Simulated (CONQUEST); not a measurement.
**HfN under changes of volume**

One of the cells (11.712 Å³/atom); the others are scaled copies at fixed shape and fractional positions:

```
Hf N
1.0
     3.21160    0.00000    0.00000
     0.00000    3.21160    0.00000
     0.00000    0.00000    4.54188
Hf N
2 2
Direct
  0.00000 0.00000 0.00000
  0.50000 0.50000 0.50000
  0.00000 0.00000 0.50000
  0.50000 0.50000 0.00000
```

- Program: CONQUEST 1.3
- Functional: PBE
- Potentials or basis: PseudoDojo NC PBE, DZP, grid of 36 × 36 × 48 points
- k mesh: 8 × 8 × 6
- Occupations: fermi-dirac, width 0.05 eV
- Spin: no spin polarisation

| volume (Å³/atom) | energy over the lowest point (meV/atom) | pressure (GPa) |
| --- | --- | --- |
| 10.793 | ? | ? |
| 11.023 | 43.32 | 21.0 |
| 11.482 | 5.10 | 6.1 |
| 11.712 | 0.00 | 1.2 |
| 11.941 | 1.49 | -3.2 |
| 12.171 | 9.81 | -8.4 |

What does the run at 10.793 Å³/atom give?

Energy over the lowest point 78.55 meV/atom; pressure 28.1 GPa.

Worked out: A Birch-Murnaghan fit of order 3 (a polynomial in V^(-2/3)) to the other rows has its minimum at 11.76 Å³/atom with B0 = V·E''(V) = 252 GPa and B' = 7.4. It gives 79.27 meV/atom at 10.793 Å³/atom, against the run's 78.55, and -dE/dV = 29.6 GPa, against 28.1.

Energies are extrapolated to zero smearing.

Caveats: the basis of atomic orbitals isn't converged, which shifts pressures, moduli and gaps; the real-space grid breaks the cell's symmetry a little.
